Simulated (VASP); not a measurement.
Wanted: the native input for a VASP 6.6.1 run.

```
Task                   : relaxation of cell and atoms
Functional             : PBEsol
Potentials or basis    : VASP PAW PBE potentials, release 64 (Al, N)
Cutoff                 : 600 eV
k mesh                 : 12 × 12 × 6
Occupations            : gaussian, width 0.03 eV
Spin                   : no spin polarisation
Further INCAR settings : ALGO = Normal; EDIFF = 1e-07; IBRION = 2; EDIFFG = -0.005; NSW = 90; ISIF = 3
```

The structure of AlN lies in POSCAR:

```
AlN                                     
1.0
    3.1127044215      0.0000000000      0.0000000000
   -1.5563522108      2.6956811016     -0.0000000000
   -0.0000000000      0.0000000000      4.9808959690
  Al              N             
     2     2
Direct
     0.3333333300000021    0.6666666699999979    0.9989884324125895
     0.6666666699999979    0.3333333300000021    0.4989884324125896
     0.3333333300000021    0.6666666699999979    0.3810115675874130
     0.6666666699999979    0.3333333300000021    0.8810115675874131
```

The input as run:

INCAR

```
SYSTEM = AlN
  PREC = Accurate
  ENCUT = 600
  EDIFF = 1E-7
  ISMEAR = 0
  SIGMA = 0.03
  LREAL = .FALSE.
  LASPH = .TRUE.
  NELM = 80
  ALGO = Normal
  ISIF = 3
  LWAVE = .FALSE.
  LCHARG = .FALSE.
  GGA = PS
  IBRION = 2
  NSW = 90
  EDIFFG = -0.005
```

KPOINTS

```
Automatic mesh
0
G
  12 12 6
  0 0 0
```

Potentials or basis: VASP PAW PBE potentials, release 64 (Al, N).

The run is started by

```sh
$ cat potpaw_PBE.64/Al/POTCAR potpaw_PBE.64/N/POTCAR > POTCAR
$ mpirun -np 1 vasp_std > vasp.out
```

It gave:

The relaxed volume is 10.45 Å³/atom. The relaxed cell is a = 3.113 Å, b = 3.113 Å, c = 4.982 Å, α = 90.00°, β = 90.00°, γ = 120.00°. The space group after relaxing (to 0.05 Å) is P6_3mc (No. 186), the energy gained by relaxing is 0.0 meV/atom and the ionic steps are 3. The pressure after relaxing is 0.0 GPa and the band gap on the k mesh is 4.12 eV, direct.

Caveat: the PAW data sets were made with another functional, which shifts forces and pressure a little.

It took 53 s on 1 thread of Intel(R) Xeon(R) 6975P-C (Granite Rapids), on a shared host, peak memory 0.2 GiB.
